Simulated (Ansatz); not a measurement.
# WS2 under changes of volume

One of the cells (17.744 Å³/atom); the others are scaled copies at fixed shape and fractional positions:

```
W S
1.0
     1.57900    0.91164    6.16333
    -1.57900    0.91164    6.16333
     0.00000   -1.82327    6.16333
W S
1 2
Direct
  0.00000 0.00000 0.00000
  0.58100 0.58100 0.58100
  0.75030 0.75030 0.75030
```

Measurements of this composition are mostly on another form, of space group No. 194.

| Property | Result |
| --- | --- |
| Program | Ansatz 0.2.0 |
| Functional | PBE-LDA |
| Potentials or basis | all-electron LAPW, inner shells corrected to Dirac's equation |
| Cutoff | 265 eV (chosen from the basis error) |
| Basis error allowed | 0.002 eV/atom |
| k mesh | 10 × 10 × 10 |
| Occupations | gaussian, width 0.025 eV |
| Spin | no spin polarisation |

```csv
volume (Å³/atom),energy over the lowest point (meV/atom),pressure (GPa),gap on the mesh (eV),largest force (eV/Å)
16.679,204.48,28.2,1.08,2.187
17.034,147.53,23.3,1.10,1.740
17.389,100.96,18.8,1.12,1.326
17.744,?,?,?,?
18.099,35.08,11.2,1.15,0.587
18.454,14.07,7.9,1.16,0.558
18.809,0.00,4.9,1.16,0.581
```

What does the run at 17.744 Å³/atom give?

Energy over the lowest point 63.78 meV/atom; pressure 14.8 GPa; gap on the mesh 1.13 eV; largest force 0.942 eV/Å.

Worked out: A Birch-Murnaghan fit of order 3 (a polynomial in V^(-2/3)) to the other rows has no minimum within the range. It gives 63.78 meV/atom at 17.744 Å³/atom, against the run's 63.78, and -dE/dV = 14.8 GPa, against 14.8. A parabola through the other rows of the gap, of slope 0.683 eV per unit of ln V there, gives 1.14 eV, against the run's 1.13.

Energies are extrapolated to zero smearing.

Caveats: spin-orbit coupling is left out, which moves the levels of the heavy elements; forces of over 1 eV/Å show positions far from the minimum, so gaps and moduli don't describe the material at rest (some runs).

A mesh can miss the band edges.

The runs don't all hold the same shells in valence.
